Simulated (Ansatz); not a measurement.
**TiAl: how the axes shrink under pressure**

TiAl, P4/mmm, a = 2.810 Å, c = 4.066 Å. The structure is a Materials Project entry; whether it is the stable form wasn't checked. Ansatz: r2SCAN, PAW, 500 eV, Γ-centred 14×14×10 mesh on 2 atoms, Gaussian smearing 0.10 eV; no spin polarisation. Cell and atoms are relaxed at each pressure, and no other structure is tried, so the rows at high pressure may lie past a change of phase. y = 100 ln(c/c0) with c0 = 4.0658 Å, so nearly a change in per cent. The pressures are the targets, met within 0.05 GPa.

| P (GPa) | y | 100 ln(a/a0) |
| --- | --- | --- |
| -2.0 | ? | ? |
| 0.0 | 0.00 | 0.00 |
| 2.0 | -0.53 | -0.52 |
| 5.0 | -1.27 | -1.25 |
| 10.0 | -2.41 | -2.38 |
| 20.0 | -4.32 | -4.28 |
| 40.0 | -7.38 | -7.24 |

Q: Fit y = c1 P + c2 P² to the other rows, give the linear compressibility along c, and predict the missing y.

A: Least squares on the rows shown. y = −0.2538 P + 0.001739 P². The linear compressibility along c is −c1/100 = 2.54 per TPa, against 2.52 along a from the same fit to the last column (its missing entry is 0.58): the crystal is about as stiff along both at low pressure. The runs next to zero pressure give 2.79 and 2.74, so a parabola over the whole range misstates the start. With a term in P³ added, the coefficient of P becomes -0.2710, 7 % more, which shows how far this figure hangs on the form. At P = -2.0 the fit asked for gives 0.51. The run gave 0.59, so the fit is 0.08 too low, within twice the rms miss on the fitted rows (0.04).

The mesh isn't the same in all rows (14×14×10, 16×16×12).